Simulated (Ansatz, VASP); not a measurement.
**C: VASP beside Ansatz**

```
CELL_PARAMETERS angstrom
2.27389 -2.69070 0.00000
2.27389 2.69070 0.00000
0.00000 0.00000 3.01838
ATOMIC_POSITIONS crystal
C 0.60382 0.39618 0.29411
C 0.89618 0.10382 0.29411
C 0.39618 0.60382 0.70589
C 0.10382 0.89618 0.70589
C 0.75000 0.75000 0.00000
C 0.25000 0.25000 0.00000
```

Alike in both runs: functional PBE; k mesh 8 × 8 × 10; occupations gaussian, width 0.02 eV; no spin polarisation.

Ansatz relaxed the structure, and its values are those at the end. VASP's run is a single point on that final structure, the one shown.

|  | VASP | Ansatz |
| --- | --- | --- |
| version | VASP 6.6.1 | Ansatz 0.2.0 |
| potentials or method | VASP PAW PBE potentials, release 64 (C) | scalar-relativistic, plane waves, PAW |
| plane-wave cutoff (eV) | 520 | 420 |
| valence electrons in the cell | 24 | 24 |

Ansatz gave:

```
gap on the k mesh at the Fermi level (eV) : 1.16
least direct gap on the mesh (eV)         : 3.49
pressure (GPa)                            : 0.0
rms of the force components (eV/Å)        : 0.000
```

Task: Which values does VASP return?

Result: gap on the k mesh at the Fermi level (eV): 1.15; least direct gap on the mesh (eV): 3.48; pressure (GPa): 0.6; rms of the force components (eV/Å): 0.015.
